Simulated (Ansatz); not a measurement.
**How Ni answers to pressure**

```cif
data_structure
_symmetry_space_group_name_H-M 'P6_3/mmc'
_symmetry_Int_Tables_number 194
_cell_length_a 2.4480
_cell_length_b 2.4480
_cell_length_c 4.0728
_cell_angle_alpha 90.000
_cell_angle_beta 90.000
_cell_angle_gamma 120.000
_cell_volume 21.14
loop_
_atom_site_label
_atom_site_type_symbol
_atom_site_symmetry_multiplicity
_atom_site_Wyckoff_symbol
_atom_site_fract_x
_atom_site_fract_y
_atom_site_fract_z
_atom_site_occupancy
Ni1 Ni 2 c 0.33333 0.66667 0.25000 1
```

The runs use the primitive cell with vectors (2.448, 0.000, 0.000), (-1.224, 2.120, 0.000), (0.000, 0.000, 4.073) Å, to which the k mesh refers.

Symmetry: P6_3/mmc, No. 194, hexagonal system. The conventional cell has a = 2.448 Å, b = 2.448 Å, c = 4.073 Å, α = 90.00°, β = 90.00°, γ = 120.00°. Ni (site symmetry -6m2) is surrounded by 12 Ni at 2.45 to 2.48 Å.

The cell is the one relaxed in the Materials Project (mp-10257), not relaxed further here; entries there can be hypothetical.

Other magnetic orders may lie lower; this is the state that the run reached.

Method: DFT, LDA, all-electron LAPW, scalar-relativistic (Ansatz 0.2.0).

Sampling and basis: a Γ-centred 15×15×8 k mesh, Fermi–Dirac smearing of 0.08 eV, basis error target 1 meV/atom, spin-polarised from start moments Ni1 1.5, Ni2 1.5 μB.

The cell is scaled evenly with fractional coordinates held.

```csv
V/V(cell),P (GPa),cell moment (μB)
0.9405,3.45,1.219
0.9700,-4.25,1.238
1.0000,-10.77,1.254
1.0300,-16.19,1.267
```

Problem. From the rows at 0.9700 and 1.0300, what is the bulk modulus at the cell's volume?

Solution. B = −ΔP/Δln V = −[(-16.19) − (-4.25)]/0.06002 = 198.9 GPa. This is the modulus at -10.77 GPa, not at zero pressure.

In a magnetic metal the moment, and with it the modulus, depend on the k mesh by some per cent, and the slopes vary along the table.

Problem. How does the moment scale with volume?

Solution. dln M/dln V = ln(1.267/1.238)/0.06002 = 0.4: expansion raises it.

Problem. Predict the row at V/V(cell) = 1.0600. How far is a linear estimate of P off?

Solution. P = -20.69 GPa, moment 1.279 μB. The linear estimate P(cell) − B ln(V/V(cell)) = -22.36 GPa misses by 1.67 GPa, since the modulus falls on expansion.
